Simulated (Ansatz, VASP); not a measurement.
**Fe in VASP and in Ansatz**

```
Fe
1.0
    -1.44300    1.44300    1.44300
     1.44300   -1.44300    1.44300
     1.44300    1.44300   -1.44300
Fe
1
Direct
  0.00000 0.00000 0.00000
```

Alike in both runs: task single point; functional PBEsol; k mesh 13 × 13 × 13; occupations fermi-dirac, width 0.05 eV; collinear spin.

|  | VASP | Ansatz |
| --- | --- | --- |
| version | VASP 6.6.1 | Ansatz 0.2.0 |
| potentials or method | VASP PAW PBE potentials, release 64 (Fe) | Ansatz PAW |
| plane-wave cutoff (eV) | 520 | 420 |
| valence electrons in the cell | 8 | 16 |

VASP gave:

| Item | Value |
| --- | --- |
| gap on the k mesh at the Fermi level (eV) | none |
| pressure (GPa) | -17.6 |
| net moment per atom (μB) | 2.29 |
| size of the moment on the site where the two differ most (μB) | 2.29 |

Task: What did Ansatz give for the same quantities?

Result: gap on the k mesh at the Fermi level (eV): none; pressure (GPa): -17.9; net moment per atom (μB): 2.26; size of the moment on the site where the two differ most (μB): 2.31.

Site moments also hang on the region over which each program counts them. A gap of «none» marks a metal or a gap that the smearing closes. The two sets of potentials don't hold the same shells in valence.

Caveats: so large a pressure means that the cell lies far from this level's equilibrium, or that cutoff or potentials fall short (VASP); the potentials were made for another functional, which shifts forces and pressure (VASP); the PAW data sets come from PBE, with cores solved anew for the run's functional, which leaves a small shift of forces and pressure (Ansatz).
